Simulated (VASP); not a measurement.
# CrO2 (P4_2/mnm) in VASP: band structure with LDA

Aim: the band structure of CrO2 with LDA.

Program: VASP 6.6.1. These are calculated values, not measurements. Logs are shortened: lines on timing, memory, paths and dates and some standing lists are left out, and cuts for length are marked.

## 1. The crystal as given

Symmetry: P4_2/mnm, No. 136, tetragonal system. The conventional cell has a = 4.423 Å, b = 4.423 Å, c = 2.918 Å, α = 90.00°, β = 90.00°, γ = 90.00°. Around Cr (site symmetry mmm) lie 6 O at 1.88 to 1.92 Å. O (site symmetry m2m) has 3 Cr at 1.88 to 1.92 Å as nearest neighbours.

## 2. Band structure, LDA, collinear spin, ferromagnetic start

Contents of POSCAR:

```
CrO2
1.0
    4.4230000000      0.0000000000      0.0000000000
    0.0000000000      4.4230000000      0.0000000000
    0.0000000000      0.0000000000      2.9180000000
Cr O
2 4
Direct
    0.0000000000      0.0000000000      0.0000000000
    0.5000000000      0.5000000000      0.5000000000
    0.3010000000      0.3010000000      0.0000000000
    0.1990000000      0.8010000000      0.5000000000
    0.6990000000      0.6990000000      0.0000000000
    0.8010000000      0.1990000000      0.5000000000
```

Contents of INCAR.step1:

```
SYSTEM = CrO2
PREC = Accurate ; ENCUT = 520
EDIFF = 1E-6 ; ISMEAR = -1
SIGMA = 0.05 ; LREAL = .FALSE.
LASPH = .TRUE. ; NELM = 100
ALGO = Fast ; ISIF = 2
LWAVE = .FALSE. ; LCHARG = .TRUE.
ISPIN = 2 ; MAGMOM = 3 3 0 0 0 0
LORBIT = 11 ; LMAXMIX = 4
GGA = CA
```

Contents of KPOINTS.step1:

```
Automatic mesh
0
G
  8 8 12
  0 0 0
```

Contents of INCAR.step2:

```
SYSTEM = CrO2
PREC = Accurate ; ENCUT = 520
EDIFF = 1E-6 ; ISMEAR = 0
SIGMA = 0.05 ; LREAL = .FALSE.
LASPH = .TRUE. ; NELM = 100
ALGO = Fast ; ISIF = 2
LWAVE = .FALSE. ; LCHARG = .FALSE.
ISPIN = 2 ; MAGMOM = 3 3 0 0 0 0
LORBIT = 11 ; LMAXMIX = 4
GGA = CA ; ICHARG = 11
```

Contents of KPOINTS.step2:

```
path GXMGZRAZ,XR,MA
10
line-mode
reciprocal
 0.0000000000  0.0000000000  0.0000000000  G
 0.0000000000  0.5000000000  0.0000000000  X

 0.0000000000  0.5000000000  0.0000000000  X
 0.5000000000  0.5000000000  0.0000000000  M

 0.5000000000  0.5000000000  0.0000000000  M
 0.0000000000  0.0000000000  0.0000000000  G

 0.0000000000  0.0000000000  0.0000000000  G
 0.0000000000  0.0000000000  0.5000000000  Z

 0.0000000000  0.0000000000  0.5000000000  Z
 0.0000000000  0.5000000000  0.5000000000  R

 0.0000000000  0.5000000000  0.5000000000  R
 0.5000000000  0.5000000000  0.5000000000  A

 0.5000000000  0.5000000000  0.5000000000  A
 0.0000000000  0.0000000000  0.5000000000  Z

 0.0000000000  0.5000000000  0.0000000000  X
 0.0000000000  0.5000000000  0.5000000000  R

 0.5000000000  0.5000000000  0.0000000000  M
 0.5000000000  0.5000000000  0.5000000000  A
```

Potentials or basis: VASP PAW LDA potentials, release 64 (Cr_pv, O).

On the command line:

```bash
$ cat potpaw_LDA.64/Cr_pv/POTCAR potpaw_LDA.64/O/POTCAR > POTCAR
$ cp INCAR.step1 INCAR
$ cp KPOINTS.step1 KPOINTS
$ mpirun -np 1 vasp_std > vasp.out
$ cp INCAR.step2 INCAR
$ cp KPOINTS.step2 KPOINTS
$ mpirun -np 1 vasp_std > vasp.out
```

OUTCAR:

```text
SYSTEM = CrO2
   PREC = Accurate
   ENCUT = 520
   EDIFF = 1E-6
   ISMEAR = 0
   LREAL = .FALSE.
   LASPH = .TRUE.
   NELM = 100
   ISIF = 2
   ISPIN = 2
   LORBIT = 11
   GGA = CA
   ICHARG = 11

 ion  position               nearest neighbor table
   1  0.000  0.000  0.000-   3 1.88   5 1.88   4 1.92   6 1.92   4 1.92   6 1.92
   2  0.500  0.500  0.500-   4 1.88   6 1.88   5 1.92   3 1.92   3 1.92   5 1.92
   3  0.301  0.301  0.000-   1 1.88   2 1.92   2 1.92
   4  0.199  0.801  0.500-   2 1.88   1 1.92   1 1.92
   5  0.699  0.699  0.000-   1 1.88   2 1.92   2 1.92
   6  0.801  0.199  0.500-   2 1.88   1 1.92   1 1.92

  LATTYP: Found a simple tetragonal cell.
 ALAT       =     4.4230000000
 C/A-ratio  =     0.6597332128

  Lattice vectors:

 A1 = (   4.4230000000,   0.0000000000,   0.0000000000)
 A2 = (   0.0000000000,   4.4230000000,   0.0000000000)
 A3 = (   0.0000000000,   0.0000000000,   2.9180000000)

Analysis of symmetry for initial positions (statically):
=====================================================================
 Subroutine PRICEL returns:
 Original cell was already a primitive cell.

 Routine SETGRP: Setting up the symmetry group for a
 simple tetragonal supercell.

 Subroutine GETGRP returns: Found 16 space group operations
 (whereof  8 operations were pure point group operations)
 out of a pool of 16 trial point group operations.

The static configuration has the point symmetry D_2h.
 The point group associated with its full space group is D_4h.

Analysis of symmetry for dynamics (positions and initial velocities):
=====================================================================
 Subroutine PRICEL returns:
 Original cell was already a primitive cell.

 Routine SETGRP: Setting up the symmetry group for a
 simple tetragonal supercell.

 Subroutine GETGRP returns: Found 16 space group operations
 (whereof  8 operations were pure point group operations)
 out of a pool of 16 trial point group operations.

The dynamic configuration has the point symmetry D_2h.
 The point group associated with its full space group is D_4h.

Analysis of structural, dynamic, and magnetic symmetry:
=====================================================================
 Subroutine PRICEL returns:
 Original cell was already a primitive cell.

 Routine SETGRP: Setting up the symmetry group for a
 simple tetragonal supercell.

 Subroutine GETGRP returns: Found 16 space group operations
 (whereof  8 operations were pure point group operations)
 out of a pool of 16 trial point group operations.

The overall configuration has the point symmetry D_2h.
 The point group associated with its full space group is D_4h.

 Subroutine INISYM returns: Found 16 space group operations
 (whereof  8 operations are pure point group operations),
 and found     1 'primitive' translations

----------------------------------------------------------------------------------------

                                     Primitive cell

  volume of cell :      57.0846

  direct lattice vectors                    reciprocal lattice vectors
     4.423000000  0.000000000  0.000000000     0.226090889  0.000000000  0.000000000
     0.000000000  4.423000000  0.000000000     0.000000000  0.226090889  0.000000000
     0.000000000  0.000000000  2.918000000     0.000000000  0.000000000  0.342700480

  length of vectors
     4.423000000  4.423000000  2.918000000     0.226090889  0.226090889  0.342700480

  position of ions in fractional coordinates (direct lattice)
     0.000000000  0.000000000  0.000000000
     0.500000000  0.500000000  0.500000000
     0.301000000  0.301000000  0.000000000
     0.199000000  0.801000000  0.500000000
     0.699000000  0.699000000  0.000000000
     0.801000000  0.199000000  0.500000000

  ion indices of the primitive-cell ions
   primitive index   ion index
                 1           1
                 2           2
                 3           3
                 4           4
                 5           5
                 6           6

----------------------------------------------------------------------------------------

 KPOINTS: path GXMGZRAZ,XR,MA

Interpolating k-points between supplied coordinates.

 Line segments in fractional coordinates (reciprocal lattice):
    0.000000  0.000000  0.000000  ...  0.000000  0.500000  0.000000
    0.000000  0.500000  0.000000  ...  0.500000  0.500000  0.000000
    0.500000  0.500000  0.000000  ...  0.000000  0.000000  0.000000
    0.000000  0.000000  0.000000  ...  0.000000  0.000000  0.500000
    0.000000  0.000000  0.500000  ...  0.000000  0.500000  0.500000
    0.000000  0.500000  0.500000  ...  0.500000  0.500000  0.500000
    0.500000  0.500000  0.500000  ...  0.000000  0.000000  0.500000
    0.000000  0.500000  0.000000  ...  0.000000  0.500000  0.500000
    0.500000  0.500000  0.000000  ...  0.500000  0.500000  0.500000

 Generated    10 points on each line segment, for a total of     90 k-points:

 Following reciprocal coordinates:
            Coordinates               Weight
  0.000000  0.000000  0.000000      0.011111
  0.000000  0.055556  0.000000      0.011111
  0.000000  0.111111  0.000000      0.011111
  0.000000  0.166667  0.000000      0.011111
  0.000000  0.222222  0.000000      0.011111
  0.000000  0.277778  0.000000      0.011111
[... 16 lines left out ...]
  0.388889  0.388889  0.000000      0.011111
  0.333333  0.333333  0.000000      0.011111
 [... further k-points ...]
   k-points           NKPTS =     90   k-points in BZ     NKDIM =     90   number of bands    NBANDS=     31
   number of dos      NEDOS =    301   number of ions     NIONS =      6
   total plane-waves  NPLWV =  31104
   dimension x,y,z NGX =    36 NGY =   36 NGZ =   24
   dimension x,y,z NGXF=    72 NGYF=   72 NGZF=   48
   ions per type =               2   4
   NGX,Y,Z   is equivalent  to a cutoff of  13.53, 13.53, 13.67 a.u.
   NGXF,Y,Z  is equivalent  to a cutoff of  27.06, 27.06, 27.35 a.u.
 SYSTEM =  CrO2
   PREC   = accura    normal or accurate (medium, high low for compatibility)
   ISTART =      0    job   : 0-new  1-cont  2-samecut
   ICHARG =     11    charge: 1-file 2-atom 10-const
   ISPIN  =      2    spin polarized calculation?
   LNONCOLLINEAR =      F non collinear calculations
   LSORBIT =      F    spin-orbit coupling
   LASPH  =      T    aspherical Exc in radial PAW
   ENCUT  =  520.0 eV  38.22 Ry    6.18 a.u.   8.22  8.22  5.43*2*pi/ulx,y,z
   NELM   =    100;   NELMIN=  2; NELMDL=  0     # of ELM steps
   EDIFF  = 0.1E-05   stopping-criterion for ELM
   LREAL  =      F    real-space projection
   EDIFFG = 0.1E-04   stopping-criterion for IOM
   NSW    =      0    number of steps for IOM
   IBRION =     -1    ionic relax: 0-MD 1-quasi-New 2-CG
   NFREE  =      0    steps in history (QN), initial steepest desc. (CG)
   ISIF   =      2    stress and relaxation
   ISYM   =      2    0-nonsym 1-usesym 2-fastsym
   POTIM  = 0.5000    time-step for ionic-motion
   TEBEG  =    0.0;   TEEND  =   0.0 temperature during run
   PSTRESS=    0.0 pullay stress
   NELECT =      48.0000    total number of electrons
   NUPDOWN=      -1.0000    fix difference up-down
   EMIN   =  10.00;   EMAX   =-10.00  energy-range for DOS
   EFERMI =   0.00;   METHOD = LEGACY
   ISMEAR =     0;   SIGMA  =   0.05  broadening in eV -4-tet -1-fermi 0-gaus
   EFERMI_NEDOS =   21; number of points for ismear=-14 and -15
   IALGO  =     68    algorithm
   IMIX   =      4    mixing-type and parameters
     AMIX     =   0.40;   BMIX     =  1.00
     AMIX_MAG =   1.60;   BMIX_MAG =  1.00
  volume/ion in A,a.u.               =       9.51        64.20
  Fermi-wavevector in a.u.,A,eV,Ry     =   1.545191  2.919988 32.485480  2.387615
  Thomas-Fermi vector in A             =   2.650605
   LORBIT       =     11    0 simple, 1 ext, 2 COOP (PROOUT), +10 PAW based schemes
   GGA     = CA    functional components
   LHFCALC =     F    Hartree Fock is set to
   AEXX    =    0.0000 exact exchange contribution
   IVDW    =     0    specifies the selected vdW correction
   LEPSILON=     F    determine dielectric tensor
   LRPA    =     F    only Hartree local field effects (RPA)
 spin polarized calculation
 RMM-DIIS sequential band-by-band and
 Gauss-broadening in eV      SIGMA  =   0.05
  energy-cutoff  :      520.00
  volume of cell :       57.08
 maximum number of plane-waves:      1567
 NGX is ok and might be reduce to    36

 number of electron      48.0000028 magnetization       3.9997326

 Free energy of the ion-electron system (eV)
  ---------------------------------------------------
  ext. energy  EPLUGINS =         0.00000000
  ---------------------------------------------------
  free energy    TOTEN  =       -55.33831462 eV

  energy without entropy =      -55.33534781  energy(sigma->0) =      -55.33683121

 E-fermi :   5.4467     XC(G=0): -12.4935

 val. band max:        5.4256423874   @ k =   0.1667   0.1667   0.5000
 cond. band min:       5.4610660708   @ k =   0.1111   0.1111   0.5000
 fundamental gap:      0.0354236834
 Fermi energy:         5.4467062770

 spin component 1

 k-point     1 :       0.0000    0.0000    0.0000
  band No.  band energies     occupation
      1     -39.0750      1.00000
      2     -39.0750      1.00000
      3     -38.9311      1.00000
      4     -38.9311      1.00000
      5     -38.8542      1.00000
      6     -38.8392      1.00000
[... 23 lines left out ...]
     30       8.4080      0.00000
     31       8.4771      0.00000
[... 751 lines left out ...]
      1     -39.0766      1.00000
      2     -39.0727      1.00000
      3     -38.9345      1.00000
      4     -38.9305      1.00000
      5     -38.8485      1.00000
      6     -38.8448      1.00000
[... 23 lines left out ...]
     30       8.4005      0.00000
     31       8.4155      0.00000

 [... further k-points ...]

 spin component 2

 k-point     1 :       0.0000    0.0000    0.0000
  band No.  band energies     occupation
      1     -37.2816      1.00000
      2     -37.2816      1.00000
      3     -36.9610      1.00000
      4     -36.9610      1.00000
      5     -36.7690      1.00000
      6     -36.7513      1.00000
[... 23 lines left out ...]
     30      10.0367      0.00000
     31      10.0369      0.00000
[... 751 lines left out ...]
      1     -37.2830      1.00000
      2     -37.2805      1.00000
      3     -36.9635      1.00000
      4     -36.9609      1.00000
      5     -36.7623      1.00000
      6     -36.7579      1.00000
[... 23 lines left out ...]
     30       9.7270      0.00000
     31       9.9868      0.00000

 [... further k-points ...]

------------------------ aborting loop because EDIFF is reached ----------------------------------------

  FORCE on cell =-STRESS in cart. coord.  units (eV):
  Direction    XX          YY          ZZ          XY          YZ          ZX
  --------------------------------------------------------------------------------------
  -------------------------------------------------------------------------------------
  Total       -5.1262806     -5.1262806     -7.4169573      0.0000000      0.0000000      0.0000000
  in kB     -143.8777995   -143.8777995   -208.1695447      0.0000000      0.0000000      0.0000000
  external PRESSURE =    -165.3083812 kB  Pullay stress =       0.0000000 kB

 VOLUME and BASIS-vectors are now :
 -----------------------------------------------------------------------------
  energy-cutoff  :      520.00
  volume of cell :       57.08
      direct lattice vectors                 reciprocal lattice vectors
     4.423000000  0.000000000  0.000000000     0.226090889  0.000000000  0.000000000
     0.000000000  4.423000000  0.000000000     0.000000000  0.226090889  0.000000000
     0.000000000  0.000000000  2.918000000     0.000000000  0.000000000  0.342700480

 POSITION                                       TOTAL-FORCE (eV/Angst)
 -----------------------------------------------------------------------------------
      0.00000      0.00000      0.00000         0.000000      0.000000      0.000000
      2.21150      2.21150      1.45900         0.000000      0.000000      0.000000
      1.33132      1.33132      0.00000         0.457839      0.457839      0.000000
      0.88018      3.54282      1.45900        -0.457839      0.457839      0.000000
      3.09168      3.09168      0.00000        -0.457839     -0.457839      0.000000
      3.54282      0.88018      1.45900         0.457839     -0.457839      0.000000
 -----------------------------------------------------------------------------------
    total drift:                                0.000000      0.000000      0.000000

  FREE ENERGIE OF THE ION-ELECTRON SYSTEM (eV)
  ---------------------------------------------------
  free  energy   TOTEN  =       -55.3383146208 eV

  energy  without entropy=      -55.3353478075  energy(sigma->0) =      -55.33683121

 total charge

# of ion       s       p       d       tot
------------------------------------------
    1        0.348   6.471   4.019  10.838
    2        0.348   6.471   4.019  10.838
    3        1.557   3.457   0.000   5.014
    4        1.557   3.457   0.000   5.014
    5        1.557   3.457   0.000   5.014
    6        1.557   3.457   0.000   5.014
--------------------------------------------------
tot          6.924  26.771   8.039  41.733

 magnetization (x)

# of ion       s       p       d       tot
------------------------------------------
    1        0.028   0.022   1.999   2.048
    2        0.028   0.022   1.999   2.048
    3       -0.003  -0.054   0.000  -0.057
    4       -0.003  -0.054   0.000  -0.057
    5       -0.003  -0.054   0.000  -0.057
    6       -0.003  -0.054   0.000  -0.057
--------------------------------------------------
tot          0.043  -0.174   3.997   3.867
```

It took 5.2 min on 1 thread of Intel Xeon 6975P-C (Granite Rapids), shared host; peak memory 0.35 GiB.

What came out:

```
Band gap along the path : none (metal or under the smearing width)
Net moment              : 4.00 μB per cell
```

Levels at the corners of the path, in eV from the Fermi level:
Spin up:
```tsv
point	band 23	band 24	band 25	band 26	band 27	band 28	band 29	band 30
Γ	-1.29	-1.11	-1.11	-1.11	-0.78	1.04	1.18	2.90
X	-0.74	-0.74	-0.26	-0.26	0.29	0.29	2.89	2.89
X	-0.74	-0.74	-0.26	-0.26	0.29	0.29	2.89	3.14
M	-1.44	-1.44	-1.08	-1.08	0.85	0.85	2.64	2.65
M	-1.44	-1.44	-1.08	-1.08	0.85	0.85	2.64	2.64
Γ	-1.29	-1.11	-1.11	-1.11	-0.78	1.04	1.18	2.90
Γ	-1.29	-1.11	-1.11	-1.11	-0.78	1.04	1.18	2.90
Z	-0.54	-0.54	-0.01	-0.01	0.73	0.73	2.36	2.36
Z	-0.54	-0.54	-0.01	-0.01	0.73	0.73	2.36	2.36
R	-1.43	-1.43	-0.54	-0.54	0.90	0.90	1.47	1.47
R	-1.43	-1.43	-0.54	-0.54	0.90	0.90	1.47	1.47
A	-0.53	-0.53	-0.26	-0.26	0.01	0.01	2.67	2.70
A	-0.53	-0.53	-0.26	-0.26	0.01	0.01	2.67	2.68
Z	-0.54	-0.54	-0.01	-0.01	0.73	0.73	2.36	2.36
X	-0.74	-0.74	-0.26	-0.26	0.29	0.29	2.89	2.90
R	-1.43	-1.43	-0.54	-0.54	0.90	0.90	1.47	1.47
M	-1.44	-1.44	-1.08	-1.08	0.85	0.85	2.64	2.64
A	-0.53	-0.53	-0.26	-0.26	0.01	0.01	2.67	2.69
```
Spin down:
| point | band 19 | band 20 | band 21 | band 22 | band 23 | band 24 | band 25 | band 26 |
| --- | --- | --- | --- | --- | --- | --- | --- | --- |
| Γ | -1.80 | -1.45 | -1.45 | -0.94 | 0.45 | 0.52 | 0.74 | 0.77 |
| X | -3.04 | -3.04 | -1.77 | -1.77 | 1.10 | 1.10 | 1.42 | 1.42 |
| X | -3.04 | -3.04 | -1.77 | -1.77 | 1.10 | 1.10 | 1.42 | 1.42 |
| M | -2.64 | -2.64 | -2.34 | -2.34 | 0.48 | 0.48 | 0.80 | 0.80 |
| M | -2.64 | -2.64 | -2.34 | -2.34 | 0.48 | 0.48 | 0.80 | 0.80 |
| Γ | -1.80 | -1.45 | -1.45 | -0.94 | 0.45 | 0.52 | 0.74 | 0.77 |
| Γ | -1.80 | -1.45 | -1.45 | -0.94 | 0.45 | 0.52 | 0.74 | 0.77 |
| Z | -3.79 | -3.79 | -2.67 | -2.67 | 1.36 | 1.36 | 1.64 | 1.64 |
| Z | -3.79 | -3.79 | -2.67 | -2.67 | 1.36 | 1.36 | 1.64 | 1.64 |
| R | -3.26 | -3.26 | -2.13 | -2.13 | 0.27 | 0.27 | 1.66 | 1.66 |
| R | -3.26 | -3.26 | -2.13 | -2.13 | 0.27 | 0.27 | 1.66 | 1.66 |
| A | -2.53 | -2.53 | -1.70 | -1.70 | 1.00 | 1.00 | 1.55 | 1.55 |
| A | -2.53 | -2.53 | -1.70 | -1.70 | 1.00 | 1.00 | 1.55 | 1.55 |
| Z | -3.79 | -3.79 | -2.67 | -2.67 | 1.36 | 1.36 | 1.64 | 1.64 |
| X | -3.04 | -3.04 | -1.77 | -1.77 | 1.10 | 1.10 | 1.42 | 1.42 |
| R | -3.26 | -3.26 | -2.13 | -2.13 | 0.27 | 0.27 | 1.66 | 1.66 |
| M | -2.64 | -2.64 | -2.34 | -2.34 | 0.48 | 0.48 | 0.80 | 0.80 |
| A | -2.53 | -2.53 | -1.70 | -1.70 | 1.00 | 1.00 | 1.55 | 1.55 |

Caveat: the log is that of the step along the path at fixed density, whose energy, stress, charges and moments have no meaning; semilocal functionals often make such compounds metallic where correlation or magnetic order opens a gap, which also shifts bond lengths; only a ferromagnetic start was run, and an antiferromagnetic order may lie lower in energy.
